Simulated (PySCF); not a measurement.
Propanoic acid, C3H6O2.
SMILES with atom numbers: `[CH3:1][CH2:2][C:3](=[O:4])[OH:5]` (hydrogens: H6, H7, H8 on C1; H9, H10 on C2; H11 on O5)

The same species was optimised twice, with GFN2-xTB and with PBE0-D3(BJ)/def2-SVP (PySCF), and the same property calculations (PySCF, gas phase) were run on both structures.

| coordinate | GFN2-xTB | PBE0-D3(BJ)/def2-SVP | change |
| --- | --- | --- | --- |
| C1–H8 (Å) | 1.087 | 1.099 | +0.012 |
| C1–H7 (Å) | 1.087 | 1.099 | +0.012 |
| C1–H6 (Å) | 1.087 | 1.099 | +0.012 |
| C2–H10 (Å) | 1.092 | 1.103 | +0.011 |
| C2–H9 (Å) | 1.092 | 1.103 | +0.011 |
| C1–C2 (Å) | 1.522 | 1.515 | -0.007 |
| C3=O4 (Å) | 1.200 | 1.203 | +0.003 |
| C2–C3 (Å) | 1.507 | 1.504 | -0.003 |
| C3–O5 (Å) | 1.343 | 1.341 | -0.002 |
| O5–H11 (Å) | 0.970 | 0.969 | -0.001 |
| C3–O5–H11 (°) | 110.3 | 106.3 | -4.0 |
| H9–C2–H10 (°) | 107.2 | 104.9 | -2.3 |
| C1–C2–C3 (°) | 112.0 | 113.1 | +1.1 |
| C1–C2–H9 (°) | 111.2 | 112.1 | +0.9 |
| H7–C1–H8 (°) | 107.9 | 107.1 | -0.8 |
| C1–C2–H10 (°) | 111.1 | 112.0 | +0.9 |
| C2–C1–H8 (°) | 110.3 | 111.0 | +0.7 |
| C2–C1–H7 (°) | 110.3 | 111.0 | +0.7 |
| C1–C2–C3–O4 (°) | 0 | 1 | +1 |

Rotational constants: A = 10256, B = 3857, C = 2903 MHz (GFN2-xTB) against A = 10263, B = 3846, C = 2898 MHz (PBE0-D3(BJ)/def2-SVP). Point groups within 0.08 Å: Cs and Cs. Atoms that the bonding makes alike are paired by their places after alignment.

On the GFN2-xTB structure: HOMO (eV) -8.08 [PBE0/pcSseg-1]; LUMO (eV) 0.38 [PBE0/pcSseg-1]; dipole (D) 1.63 [PBE0/pcSseg-1]; GIAO shielding of C1 (ppm) 176.4 [PBE0/pcSseg-1]; GIAO shielding of C2 (ppm) 158.3 [PBE0/pcSseg-1]; GIAO shielding of C3 (ppm) 8.2 [PBE0/pcSseg-1]; GIAO shielding of O4 (ppm) -101.3 [PBE0/pcSseg-1]; GIAO shielding of O5 (ppm) 126.8 [PBE0/pcSseg-1].

**Question.** What do these properties become on the PBE0-D3(BJ)/def2-SVP structure?

**Answer.** 
| property | level | on GFN2-xTB | on PBE0-D3(BJ)/def2-SVP | change |
| --- | --- | --- | --- | --- |
| HOMO (eV) | PBE0/pcSseg-1 | -8.08 | -8.10 | -0.02 |
| LUMO (eV) | PBE0/pcSseg-1 | 0.38 | 0.34 | -0.04 |
| dipole (D) | PBE0/pcSseg-1 | 1.63 | 1.60 | -0.03 |
| energy, GFN2-xTB geometry as zero (kcal/mol) | PBE0/pcSseg-1 | 0.0 | -0.4 | -0.4 |
| GIAO shielding of C1 (ppm) | PBE0/pcSseg-1 | 176.4 | 174.8 | -1.6 |
| GIAO shielding of C2 (ppm) | PBE0/pcSseg-1 | 158.3 | 157.6 | -0.7 |
| GIAO shielding of C3 (ppm) | PBE0/pcSseg-1 | 8.2 | 6.8 | -1.4 |
| GIAO shielding of O4 (ppm) | PBE0/pcSseg-1 | -101.3 | -102.0 | -0.7 |
| GIAO shielding of O5 (ppm) | PBE0/pcSseg-1 | 126.8 | 123.9 | -2.9 |

The heavy atoms differ by 0.007 Å rms after alignment. Among all bonds C1–H6, C1–H7, C1–H8, C2–H9 and C2–H10 change most and about equally (+0.011 to +0.012 Å). Changes are differences of the printed values. Neither structure is proved a minimum here.

The values belong to the conformer `[CH3:1][CH2:2][C:3](=[O:4])[OH:5]`: C1–C2–C3–O4 1°, H–O5–C3–C2 180°.
